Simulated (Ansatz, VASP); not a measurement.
Si2W: VASP beside Ansatz

File INCAR:

```
SYSTEM = Si2W
PREC = Accurate
ENCUT = 520
EDIFF = 1E-7
ISMEAR = -1
SIGMA = 0.05
LREAL = .FALSE.
LASPH = .TRUE.
NELM = 80
ALGO = Normal
ISIF = 2
LWAVE = .FALSE.
LCHARG = .FALSE.
GGA = PE
NBANDS = 18
```

File KPOINTS:

```
Automatic mesh
0
G
  12 12 12
  0 0 0
```

POSCAR

```
Si2W
1.0
   -1.6175420320      1.6175420320      3.9408775768
    1.6175420320     -1.6175420320      3.9408775768
    1.6175420320      1.6175420320     -3.9408775768
W Si
1 2
Direct
    0.0000000000      0.0000000000      0.0000000000
    0.6653000000      0.6653000000      0.0000000000
    0.3347000000      0.3347000000      0.0000000000
```

input.yaml

```yaml
crystal:
  lattice:
    - [-1.617542032, 1.617542032, 3.9408775768]
    - [1.617542032, -1.617542032, 3.9408775768]
    - [1.617542032, 1.617542032, -3.9408775768]
  atoms:
    - { symbol: W, position: [0.0, 0.0, 0.0] }
    - { symbol: Si, position: [0.6653, 0.6653, 0.0] }
    - { symbol: Si, position: [0.3347, 0.3347, 0.0] }
hamiltonian:
  xc: pbe
  pseudopotentials: { kind: paw }
kpoints:
  mp_grid: { grid: [12, 12, 12] }
scf:
  occupations: { method: fermi_dirac, width: 0.05 }
output:
  forces: true
  stress: true
  eigenvalues: true
```

Change from the starting cell: volume scaled by 1.02.

Alike in both runs: task single point; functional PBE; k mesh 12 × 12 × 12; occupations fermi-dirac, width 0.05 eV; no spin polarisation.

```csv
,VASP,Ansatz
version,VASP 6.6.1,Ansatz 0.2.0
potentials or method,"VASP PAW PBE potentials, release 64 (W_sv, Si)",Ansatz PAW
plane-wave cutoff (eV),520,420
valence electrons in the cell,22,22
```

```tsv
	VASP	Ansatz	Ansatz less VASP
gap on the k mesh at the Fermi level (eV)	none	none	-
pressure (GPa)	-1.1	-1.2	-0.08
rms of the force components (eV/Å)	0.012	0.011	-0.0013
```

Atom by atom the forces differ by 0.001 eV/Å (rms over components). A gap of «none» marks a metal or a gap that the smearing closes. With one functional, cell and mesh, what is left measures potentials, basis and numerics.

The runs have no spin-orbit coupling, so splittings on W are missing.
